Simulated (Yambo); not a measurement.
# CsH (Fm-3m) in Yambo: a series of runs, part 2 of 2

Yambo 5.3.0. The steps go on from the part before.

### Step 3. Hartree-Fock levels, LDA

Input file hf2.in:

```
rim_cut
HF_and_locXC
RandQpts= 1000000
RandGvec= 50 RL
EXXRLvcs= 74 Ry
VXCRLvcs= 74 Ry
% QPkrange
 1 | 16 | 5 | 7 |
%
```

Input file scf.in:

```
&CONTROL
  calculation = 'scf'
  prefix = 'pwscf'
  outdir = './tmp'
  pseudo_dir = './pseudo'
/
&SYSTEM
  ibrav = 0
  A = 4.50851284
  nat = 2
  ntyp = 2
  ecutwfc = 74
  nbnd = 10
  occupations = 'smearing'
  smearing = 'fd'
  degauss = 0.00367493
  force_symmorphic = .true.
/
&ELECTRONS
  conv_thr = 4d-10
  electron_maxstep = 120
  mixing_beta = 0.5
/
ATOMIC_SPECIES
Cs   132.9055 Cs.upf
H      1.0080 H.upf
CELL_PARAMETERS alat
   0.0000000000    0.7071067807    0.7071067807
   0.7071067807    0.0000000000    0.7071067807
   0.7071067807    0.7071067807    0.0000000000
ATOMIC_POSITIONS alat
Cs     0.0000000000    0.0000000000    0.0000000000
H      0.7071067807    0.7071067807    0.7071067807
K_POINTS automatic
8 8 8 0 0 0
```

Input file nscf.in:

```
&CONTROL
  calculation = 'nscf'
  prefix = 'pwscf'
  outdir = './tmp'
  pseudo_dir = './pseudo'
/
&SYSTEM
  ibrav = 0
  A = 4.50851284
  nat = 2
  ntyp = 2
  ecutwfc = 74
  nbnd = 155
  occupations = 'fixed'
  force_symmorphic = .true.
/
&ELECTRONS
  conv_thr = 1d-08
  diago_full_acc = .true.
  diago_thr_init = 1d-06
/
ATOMIC_SPECIES
Cs   132.9055 Cs.upf
H      1.0080 H.upf
CELL_PARAMETERS alat
   0.0000000000    0.7071067807    0.7071067807
   0.7071067807    0.0000000000    0.7071067807
   0.7071067807    0.7071067807    0.0000000000
ATOMIC_POSITIONS alat
Cs     0.0000000000    0.0000000000    0.0000000000
H      0.7071067807    0.7071067807    0.7071067807
K_POINTS automatic
6 6 6 0 0 0
```

Potentials or basis: PseudoDojo 0.4.1 SR LDA standard.

Launch:

```
OMP_NUM_THREADS=1 pw.x -in scf.in > scf.out
OMP_NUM_THREADS=1 pw.x -in nscf.in > nscf.out
cd tmp/pwscf.save; p2y; mv SAVE ../..; cd ../..
OMP_NUM_THREADS=1 yambo
mkdir -p hf2; ln -s $PWD/g0w00/ndb.RIM hf2/
OMP_NUM_THREADS=1 yambo -F hf2.in -J hf2 -C hf2_out
```

Yambo's report:

```text
[... sections 02.01 to 02.04 as in the set-up run ...]

  [02.05] Energies & Occupations
  ==============================

  [X] === General ===
  [X] Electronic Temperature                        :  0.000000  0.000000 [eV K]
  [X] Bosonic    Temperature                        :  0.000000  0.000000 [eV K]
  [X] Finite Temperature mode                       : no
  [X] El. density                                   :  0.15432E+24 [cm-3]
  [X] Fermi Level                                   :  3.118751 [eV]

  [X] === Gaps and Widths ===
  [X] Conduction Band Min                           :  1.956711 [eV]
  [X] Valence Band Max                              :  0.000000 [eV]
  [X] Filled Bands                                  :   5
  [X] Empty Bands                                   :    6  155
  [X] Direct Gap                                    :  1.956711 [eV]
  [X] Direct Gap localized at k                     :   4
  [X] Indirect Gap                                  :  1.956711 [eV]
  [X] Indirect Gap between kpts                     :   4   4
  [X] Last valence band width                       :  1.861115 [eV]
[... 78 lines left out ...]
  Corrections @ K [1] :  [eV]
 <5|nlXC|5> = -11.88841  0.45401E-17 <5|lXC|5> = -8.410519  0.37761E-15
 <6|nlXC|6> = -3.347103 -0.35722E-18 <6|lXC|6> = -8.085907 -0.18882E-15
 <7|nlXC|7> = -3.347103  0.11273E-18 <7|lXC|7> = -8.085907 -0.69344E-19
[... 71 lines left out ...]
  Corrections @ K [16] :  [eV]
 <5|nlXC|5> = -12.82215  0.11940E-17 <5|lXC|5> = -9.385386 -0.94372E-16
 <6|nlXC|6> = -2.939609 -0.13244E-18 <6|lXC|6> = -7.262118 -0.23559E-16
 <7|nlXC|7> = -3.165306 -0.95048E-18 <7|lXC|7> = -7.516157 -0.23627E-16

  [05.01] Hartree-Fock occupations report
  =======================================

  [Hartree-Fock] === General ===
  [Hartree-Fock] Electronic Temperature             :  0.000000  0.000000 [eV K]
  [Hartree-Fock] Bosonic    Temperature             :  0.000000  0.000000 [eV K]
  [Hartree-Fock] Finite Temperature mode            : no
  [Hartree-Fock] El. density                        :  0.15432E+24 [cm-3]
  [Hartree-Fock] Fermi Level                        :  3.118751 [eV]

  [Hartree-Fock] === Gaps and Widths ===
  [Hartree-Fock] Conduction Band Min                :  5.882695 [eV]
  [Hartree-Fock] Valence Band Max                   : -3.183578 [eV]
  [Hartree-Fock] Filled Bands                       :   5
  [Hartree-Fock] Empty Bands                        :    6  155
  [Hartree-Fock] Direct Gap                         :  9.066273 [eV]
  [Hartree-Fock] Direct Gap localized at k          :   4
  [Hartree-Fock] Indirect Gap                       :  9.066273 [eV]
  [Hartree-Fock] Indirect Gap between kpts          :   4   4
  [Hartree-Fock] Last valence band width            :  2.155432 [eV]
  [Hartree-Fock] 1st conduction band width          :  3.873151 [eV]
```

o-hf2.hf:

```text
#    K-point            Band               Eo [eV]            Ehf [eV]           Vxc [eV]           Vnlxc [eV]
#
        1                   5                -1.861115          -5.339010          -8.410519          -11.88841
        1                   6                 5.017043           9.755847          -8.085907          -3.347103
        1                   7                 5.017043           9.755846          -8.085907          -3.347103
        2                   5                -1.432912          -4.758459          -8.789595          -12.11514
        2                   6                 4.116167           8.440873          -7.702882          -3.378176
        2                   7                 5.160240           9.902218          -8.137148          -3.395170
[... 40 lines left out ...]
        16                  6                 3.377730           7.700240          -7.262118          -2.939609
        16                  7                 4.531334           8.882185          -7.516157          -3.165306
#
```

It took 3 min on 1 thread of Arm Neoverse V1, shared host; peak memory 0.28 GiB.

What came out:

```
Band gap on the k mesh, mean-field level          : 1.96 eV, direct
Quasiparticle gap                                 : 9.07 eV
Least direct quasiparticle gap                    : 9.07 eV
Quasiparticle gap at Γ                            : 15.09 eV
Band gap of the same states before the correction : 1.96 eV
```

Quasiparticle terms (eV):
```csv
k point,band,Kohn-Sham level,Vxc,Σx,Σc,Z,result
"(0.000, 0.000, 0.000)",5,-1.86,-8.41,-11.89,-,-,-5.34
"(0.000, 0.000, 0.000)",6,5.02,-8.09,-3.35,-,-,9.76
"(0.000, 0.000, 0.000)",7,5.02,-8.09,-3.35,-,-,9.76
"(0.000, 0.000, 0.167)",5,-1.43,-8.79,-12.12,-,-,-4.76
"(0.000, 0.000, 0.167)",6,4.12,-7.70,-3.38,-,-,8.44
"(0.000, 0.000, 0.167)",7,5.16,-8.14,-3.40,-,-,9.90
"(0.000, 0.000, 0.333)",5,-0.55,-9.49,-12.56,-,-,-3.62
"(0.000, 0.000, 0.333)",6,2.68,-7.33,-3.47,-,-,6.54
"(0.000, 0.000, 0.333)",7,4.82,-8.13,-3.57,-,-,9.38
"(0.000, 0.000, -0.500)",5,0.00,-10.14,-13.33,-,-,-3.18
"(0.000, 0.000, -0.500)",6,1.96,-6.81,-2.88,-,-,5.88
"(0.000, 0.000, -0.500)",7,4.58,-8.09,-3.62,-,-,9.04
"(0.000, 0.167, 0.167)",5,-1.36,-8.89,-12.24,-,-,-4.71
"(0.000, 0.167, 0.167)",6,4.18,-7.48,-2.93,-,-,8.72
"(0.000, 0.167, 0.167)",7,4.50,-7.86,-3.67,-,-,8.68
"(0.000, 0.167, 0.333)",5,-0.83,-9.36,-12.62,-,-,-4.09
"(0.000, 0.167, 0.333)",6,3.31,-7.34,-3.20,-,-,7.45
"(0.000, 0.167, 0.333)",7,4.08,-7.46,-3.09,-,-,8.46
"(0.000, 0.167, -0.500)",5,-0.34,-9.80,-13.02,-,-,-3.56
"(0.000, 0.167, -0.500)",6,2.54,-7.04,-3.02,-,-,6.56
```

Caveat: spin-orbit coupling is left out, which moves the levels of the heavy elements. A k mesh can miss the band edges.
